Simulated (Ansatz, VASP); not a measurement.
## BAs in VASP and in Ansatz

INCAR

```
ALGO     = Normal         # electronic algorithm
EDIFF    = 1E-6           # SCF threshold, eV
ENCUT    = 520            # plane-wave cutoff, eV
GGA      = PE             # functional
GGA_COMPAT= False        
ISIF     = 2              # what is computed and relaxed
ISMEAR   = 0              # smearing method
LASPH    = True           # aspherical terms in the spheres
LCHARG   = False          # write CHGCAR
LORBIT   = 11             # projections on sites
LORBMOM  = True         
LREAL    = False          # projectors in reciprocal space
LSORBIT  = True           # spin-orbit coupling
LWAVE    = False          # write WAVECAR
MAGMOM   = 0 0 0 0 0 0    # initial moments
NBANDS   = 20             # bands
NELM     = 150            # most SCF steps
PREC     = Accurate       # precision mode
SIGMA    = 0.02           # smearing width, eV
```

File KPOINTS:

```
k-points
0
Gamma
  10 10 10
```

POSCAR

```
BAs
1.0
    0.0000000000      2.4044111665      2.4044111665
    2.4044111665      0.0000000000      2.4044111665
    2.4044111665      2.4044111665      0.0000000000
B As
1 1
Direct
    0.0000000000      0.0000000000      0.0000000000
    0.2500000000      0.2500000000      0.2500000000
```

Input for Ansatz:

```yaml
crystal:
  lattice:
    - [0.0, 2.404411167, 2.404411167]
    - [2.404411167, 0.0, 2.404411167]
    - [2.404411167, 2.404411167, 0.0]
  atoms:
    - { symbol: B, position: [0.0, 0.0, 0.0] }
    - { symbol: As, position: [0.25, 0.25, 0.25] }
basis:
  ecutwfc: 420
kpoints:
  mp_grid: { grid: [10, 10, 10] }
  band_path:
    path:
      - [[0.0, 0.0, 0.0], [-0.5, -0.5, 0.0], [-0.375, -0.375, 0.25]]
      - [[-0.375, 0.0, 0.375], [0.0, 0.0, 0.0], [0.0, 0.0, 0.5], [-0.5, -0.25, 0.25], [-0.5, -0.5, 0.0]]
    npoints: 10
hamiltonian:
  xc: pbe
scf:
  occupations: { method: gaussian, width: 0.02 }
output:
  forces: true
  stress: true
  eigenvalues: true
  populations: true
  dos: { projected: true, de: 0.02 }
  bader: false
  write_density: true
  write_potential: true
  elf: true
  volumetric_format: npy
magnetization:
  noncollinear: true
  spin_orbit: true
```

Alike in both runs: task single point; functional PBE; k mesh 10 × 10 × 10; occupations gaussian, width 0.02 eV; non-collinear spin, spin-orbit coupling.

```csv
,VASP,Ansatz
version,VASP 6.6.1,Ansatz 0.2.0
potentials or method,"VASP PAW PBE potentials, release 64 (B, As)","plane waves, PAW"
plane-wave cutoff (eV),520,420
valence electrons in the cell,8,18
```

|  | VASP | Ansatz | Ansatz less VASP |
| --- | --- | --- | --- |
| gap on the k mesh at the Fermi level (eV) | 1.13 | 1.14 | +0.008 |
| least direct gap on the mesh (eV) | 3.05 | 3.05 | +0.002 |
| pressure (GPa) | 0.7 | 0.0 | -0.63 |
| net moment per atom (μB) | 0.00 | 0.00 | 0.000 |

The two sets of potentials don't hold the same shells in valence.
